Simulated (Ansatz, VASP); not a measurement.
## GaN in VASP and in Ansatz

```
Ga N
1.0
     3.18315    0.00000    0.00000
    -1.59157    2.75669    0.00000
     0.00000    0.00000    5.18363
Ga N
2 2
Direct
  0.33333 0.66667 0.99911
  0.66667 0.33333 0.49911
  0.33333 0.66667 0.37589
  0.66667 0.33333 0.87589
```

Alike in both runs: task single point; functional PBE; k mesh 12 × 12 × 6; no spin polarisation.

|  | VASP | Ansatz |
| --- | --- | --- |
| version | VASP 6.6.1 | Ansatz 0.2.0 |
| potentials or method | VASP PAW PBE potentials, release 64 (Ga_d, N) | plane waves, PAW |
| plane-wave cutoff (eV) | 520 | 420 |
| occupations | gaussian, width 0.01 eV | fixed |
| valence electrons in the cell | 36 | 36 |

VASP gave:

| Property | Result |
| --- | --- |
| gap on the k mesh at the Fermi level (eV) | 1.94 |
| pressure (GPa) | 6.3 |
| largest component of the traceless stress (GPa) | 0.08 |

Q: Which values does Ansatz return?

A: gap on the k mesh at the Fermi level (eV): 1.93; pressure (GPa): 6.2; largest component of the traceless stress (GPa): 0.05.

Expect the measured gap to be larger: semilocal functionals such as PBE lack the derivative discontinuity.
